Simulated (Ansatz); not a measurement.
Here is an Ansatz 0.2.0 calculation.

The input input.yaml:

```yaml
crystal:
  lattice:
    - [0.0, 1.9465, 1.9465]
    - [1.9465, 0.0, 1.9465]
    - [1.9465, 1.9465, 0.0]
  atoms:
    - { symbol: Pd, position: [0.0, 0.0, 0.0] }
kpoints:
  mp_grid: { grid: [12, 12, 12] }
  band_path:
    path:
      - [0.0, 0.0, 0.0]
      - [0.5, 0.0, 0.5]
      - [0.5, 0.25, 0.75]
      - [0.375, 0.375, 0.75]
      - [0.0, 0.0, 0.0]
      - [0.5, 0.5, 0.5]
      - [0.625, 0.25, 0.625]
      - [0.5, 0.25, 0.75]
    npoints: 10
scf:
  occupations: { method: fermi_dirac, width: 0.05 }
hamiltonian:
  xc: lda
  pseudopotentials: { kind: all_electron, lapw: { basis_error: 0.001 } }
output:
  forces: true
  stress: true
  eigenvalues: true
```

Potentials or basis: all-electron LAPW, scalar-relativistic.

Run with:

```sh
$ ansatz run input.yaml --threads 1 --pin off --max-ram 3072MiB --backend cpu --events-out ev --progress --plain --runs-dir out
```

(1) What does it give for the band gap along the path?

(2) What does it give for the pressure?

## Answers

(1) none (metal or under the smearing width).

(2) -8.7 GPa.
